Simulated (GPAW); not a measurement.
The system is Ag.

```
Ag
1.0
     0.00000    2.04275    2.04275
     2.04275    0.00000    2.04275
     2.04275    2.04275    0.00000
Ag
1
Direct
  0.00000 0.00000 0.00000
```

Base run:

- Program: GPAW 26.7.0
- Functional: rSCAN
- Potentials or basis: GPAW PAW data sets (gpaw-data 1.2.1)
- Cutoff: 600 eV
- Basis: pw
- k mesh: 11 × 11 × 11
- Occupations: fermi-dirac, width 0.05 eV
- Spin: spin-orbit coupling, no magnetisation

Its results: pressure 1.3 GPa.

Q: The run is repeated on the same cell with these changes: functional from rSCAN to r4SCAN; spin axis theta (degrees) from 54.7 to 90. What comes out?

A: Pressure 0.3 GPa.

Caveats: spin-orbit coupling was added after a scalar SCF, so levels and gaps hold it while energy, forces, pressure and moments don't; the PAW data sets were made with another functional, which shifts forces and pressure a little.
